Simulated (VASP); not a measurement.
Output of a VASP run:

File OSZICAR:
```
       N       E                     dE             d eps       ncg     rms          rms(c)
DAV:   1     0.985557648508E+02    0.98556E+02   -0.66209E+03   480   0.112E+03
DAV:   2     0.159091801101E+01   -0.96965E+02   -0.90423E+02   756   0.180E+02
DAV:   3    -0.628852371891E+01   -0.78794E+01   -0.78522E+01   600   0.569E+01
DAV:   4    -0.637748781624E+01   -0.88964E-01   -0.88935E-01   560   0.718E+00
DAV:   5    -0.637825386950E+01   -0.76605E-03   -0.76597E-03   596   0.666E-01    0.181E+00
DAV:   6    -0.612260290992E+01    0.25565E+00   -0.38935E-01   540   0.311E+00    0.109E+00
DAV:   7    -0.607928152411E+01    0.43321E-01   -0.18523E-01   592   0.220E+00    0.584E-01
DAV:   8    -0.608231528430E+01   -0.30338E-02   -0.14378E-02   540   0.832E-01    0.102E-01
DAV:   9    -0.608291144901E+01   -0.59616E-03   -0.23437E-03   572   0.292E-01    0.785E-02
DAV:  10    -0.608296638637E+01   -0.54937E-04   -0.18949E-04   548   0.108E-01    0.100E-02
DAV:  11    -0.608297415081E+01   -0.77644E-05   -0.29832E-05   596   0.340E-02    0.508E-03
DAV:  12    -0.608297428836E+01   -0.13755E-06   -0.86192E-06   552   0.177E-02    0.131E-03
DAV:  13    -0.608297431767E+01   -0.29312E-07   -0.25116E-07   560   0.376E-03
   1 F= -.60829743E+01 E0= -.60829743E+01  d E =-.326775E-14
```

OUTCAR:
```
------------------------ aborting loop because EDIFF is reached ----------------------------------------
  FORCE on cell =-STRESS in cart. coord.  units (eV):
  Direction    XX          YY          ZZ          XY          YZ          ZX
  --------------------------------------------------------------------------------------
  Total       -0.1708811     -0.1708811     -0.1708811     -0.0000000     -0.0000000     -0.0000000
  in kB       -3.1669942     -3.1669942     -3.1669942     -0.0000000     -0.0000000     -0.0000000
  external PRESSURE =      -3.1669942 kB  Pullay stress =       0.0000000 kB
  volume of cell :       86.45
      direct lattice vectors                 reciprocal lattice vectors
     4.421664359  0.000000000  0.000000000     0.226159183  0.000000000  0.000000000
     0.000000000  4.421664359  0.000000000     0.000000000  0.226159183  0.000000000
     0.000000000  0.000000000  4.421664359     0.000000000  0.000000000  0.226159183
 POSITION                                       TOTAL-FORCE (eV/Angst)
 -----------------------------------------------------------------------------------
      0.00000      0.00000      0.00000         0.000000      0.000000      0.000000
      2.21083      2.21083      2.21083         0.000000      0.000000      0.000000
 -----------------------------------------------------------------------------------
    total drift:                                0.000000      0.000000      0.000000
  FREE ENERGIE OF THE ION-ELECTRON SYSTEM (eV)
  ---------------------------------------------------
  free  energy   TOTEN  =        -6.0829743177 eV

  energy  without entropy=       -6.0829743177  energy(sigma->0) =       -6.08297432
```
(Selected blocks of OUTCAR.)

**POSCAR**
```
CsBr
1
    4.4216643593     0.0000000000     0.0000000000
    0.0000000000     4.4216643593     0.0000000000
    0.0000000000     0.0000000000     4.4216643593
Cs Br
1 1
Direct
  0.0000000000   0.0000000000   0.0000000000
  0.5000000000   0.5000000000   0.5000000000
```

**Question.** Write an INCAR and KPOINTS that could have produced this output.

**Answer.** This is not unique; one that fits is the input of the run itself, PW91 GGA, plane waves, VASP's PBE PAW potentials (set 64).

File KPOINTS:
```
Automatic mesh
0
Gamma
6 6 6
0 0 0
```

INCAR:
```
ALGO = Normal
EDIFF = 1E-7
ENCUT = 520
GGA = 91
ISIF = 2
ISMEAR = 0
LASPH = .TRUE.
LCHARG = .FALSE.
LMAXMIX = 4
LREAL = .FALSE.
LWAVE = .FALSE.
NELM = 100
PREC = Accurate
SIGMA = 0.05
SYSTEM = CsBr
```

POTCAR, in this order: Cs_sv Br (PBE.64 set). Program: vasp_std.

The compound is CsBr in the CsCl type structure. This cell is one point of a volume scan, at 1.03 of the reference volume.
